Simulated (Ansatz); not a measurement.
A 3-atom cell of Li₂Se (Fm-3m) from a materials database (r2SCAN geometry), in Ansatz:

```
CELL_PARAMETERS angstrom
0.00000 2.99350 2.99350
2.99350 0.00000 2.99350
2.99350 2.99350 0.00000
ATOMIC_POSITIONS crystal
Li 0.75000 0.75000 0.75000
Li 0.25000 0.25000 0.25000
Se 0.00000 0.00000 0.00000
```

G0W0@PBE with 397 empty bands, a screening cutoff of 220 eV and a 6×6×6 mesh (PAW, contour deformation) gives 4.532 eV over the mesh points, from a PBE gap of 2.974 eV; it sums over 408 bands with 411 plane waves in the screening and a wave cutoff of 420 eV. G0W0 values are finite-basis, finite-mesh values. Calculated for a static, non-magnetic cell.

Question: Estimate the gap with starting point HSE06.

Answer: 4.944 eV (+0.412 eV), from a Kohn-Sham gap of 3.816 eV.

Question: Estimate the gap with starting point r2SCAN.

Answer: 4.792 eV (+0.260 eV), from a Kohn-Sham gap of 3.478 eV.

Question: Another run gave a Kohn-Sham gap of 2.974 eV and a G0W0 gap of 4.573 eV, summing over 741 bands with 609 plane waves in the screening and a wave cutoff of 420 eV. What was changed?

Answer: Empty bands 730, screening cutoff 300 eV. The counts of bands and plane waves show it.

Question: Estimate the gap with mesh 8×8×8, empty bands 87, screening cutoff 80 eV.

Answer: 4.250 eV (-0.282 eV), from a Kohn-Sham gap of 2.974 eV.

The runs are scalar-relativistic, without spin-orbit coupling.
